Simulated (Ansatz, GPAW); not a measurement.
This is a calculation of BN for GPAW 26.7.0 (ASE script). The cell is a database's computed one, not the measured one.

Contents of run.py:

```python
from ase.dft.bandgap import bandgap
from ase.io import read, write
from ase.units import GPa
from gpaw import GPAW, PW

atoms = read('POSCAR')

calc = GPAW(mode=PW(800),
            xc='PBE',
            kpts={'size': (13, 13, 13), 'gamma': True},
            occupations={'name': 'methfessel-paxton', 'order': 0, 'width': 0.023},
            nbands=11,
            convergence={'density': 1e-05, 'energy': 1e-05},
            maxiter=150,
            txt='gpaw.txt')
atoms.calc = calc
energy = atoms.get_potential_energy()
forces = atoms.get_forces()
stress = atoms.get_stress()
calc.write('gs.gpw')
write('result.traj', atoms)
print(f'Energy: {energy:.6f} eV')
print('Forces (eV/A):')
print(forces.round(4))
print('Stress (GPa):', (stress / GPa).round(3))
print('Fermi level:', round(calc.get_fermi_level(), 4), 'eV')
print(f'Gap: {bandgap(calc)[0]:.4f} eV, direct: {bandgap(calc, direct=True)[0]:.4f} eV')
```

POSCAR

```
BN
1.0
    0.0000000000      1.8130010000      1.8130010000
    1.8130010000      0.0000000000      1.8130010000
    1.8130010000      1.8130010000      0.0000000000
N B
1 1
Direct
    0.2500000000      0.2500000000      0.2500000000
    0.0000000000      0.0000000000      0.0000000000
```

Potentials or basis: GPAW PAW data sets (gpaw-data 1.2.1), pw.

Command:

```console
$ OMP_NUM_THREADS=1 python run.py
```

Question: Set up the same calculation for Ansatz 0.2.0. Potentials or basis there: Ansatz PAW, cutoff 420 eV.

Answer: As run (cutoffs and basis follow the program's own potentials, and thresholds, step limits or extra output files can differ):

input.yaml

```yaml
crystal:
  lattice:
    - [0.0, 1.813001, 1.813001]
    - [1.813001, 0.0, 1.813001]
    - [1.813001, 1.813001, 0.0]
  atoms:
    - { symbol: "N", position: [0.25, 0.25, 0.25] }
    - { symbol: B, position: [0.0, 0.0, 0.0] }
hamiltonian:
  xc: pbe
  pseudopotentials: { kind: paw }
kpoints:
  mp_grid: { grid: [13, 13, 13] }
scf:
  occupations: { method: gaussian, width: 0.023 }
output:
  forces: true
  stress: true
  eigenvalues: true
```

Potentials or basis: Ansatz PAW.

Launch:

```sh
$ ansatz run input.yaml --threads 2 --pin off --max-ram 5632MiB --backend cpu --events-out ev --progress --plain --runs-dir out
```

Both were run:

|  | GPAW | Ansatz |
| --- | --- | --- |
| Pressure | -1.6 GPa | -0.4 GPa |

Ansatz's pressure holds a Pulay term of +1.05 GPa for its cutoff of 420 eV, which the other run lacks.

Where Ansatz's input types no cutoff or centring, it takes its own default and a Γ-centred mesh.

Pressure is positive in compression.
